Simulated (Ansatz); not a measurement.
K2S under compression and expansion

```
CELL_PARAMETERS angstrom
0.00000 3.69550 3.69550
3.69550 0.00000 3.69550
3.69550 3.69550 0.00000
ATOMIC_POSITIONS crystal
K 0.25000 0.25000 0.25000
K 0.75000 0.75000 0.75000
S 0.00000 0.00000 0.00000
```

The cell is COD entry 1011375, as deposited and not checked against the literature; nothing was relaxed.

Methods: DFT, PBEsol, all-electron LAPW, scalar-relativistic (Ansatz 0.2.0); DFT, PBEsol, PAW with Ansatz's default frozen-core files, scalar-relativistic (Ansatz 0.2.0).

For LAPW: a Γ-centred 7×7×7 k mesh, Fermi–Dirac smearing of 0.01 eV, basis error target 0.5 meV/atom, no spin polarisation. PAW takes a cutoff of 420 eV at this cell (files made with PBE, cores remade for this functional). The Ansatz runs share mesh, smearing and spin set-up. Plane-wave (PAW) pressures include the program's estimate of the Pulay term.

The cell above is scaled evenly, with fractional coordinates and shape held.

```json
{"V/V(cell)": "0.9400", "V (Å³/atom)": "31.627", "P, LAPW (GPa)": "0.87", "P, PAW (GPa)": "0.87", "gap on the k mesh, LAPW (eV)": "2.45"}
{"V/V(cell)": "0.9800", "V (Å³/atom)": "32.973", "P, LAPW (GPa)": "-0.04", "P, PAW (GPa)": "-0.04", "gap on the k mesh, LAPW (eV)": "2.35"}
{"V/V(cell)": "1.0000", "V (Å³/atom)": "33.646", "P, LAPW (GPa)": "-0.42", "P, PAW (GPa)": "-0.42", "gap on the k mesh, LAPW (eV)": "2.30"}
{"V/V(cell)": "1.0100", "V (Å³/atom)": "33.982", "P, LAPW (GPa)": "-0.60", "P, PAW (GPa)": "-0.60", "gap on the k mesh, LAPW (eV)": "2.27"}
{"V/V(cell)": "1.0400", "V (Å³/atom)": "34.991", "P, LAPW (GPa)": "-1.07", "P, PAW (GPa)": "-1.07", "gap on the k mesh, LAPW (eV)": "2.20"}
```

**Question.** What do Birch–Murnaghan fits to the pressures give?

**Answer.** LAPW: V0 = 32.91 Å³/atom, B0 = 20 GPa, B0′ = 4.4; PAW: V0 = 32.91 Å³/atom, B0 = 20 GPa, B0′ = 4.4.

PAW's V0 lies 0.01 % from the all-electron value and its B0 0.0 %. Symmetry fixes shape and coordinates here, so this is the relaxed modulus.
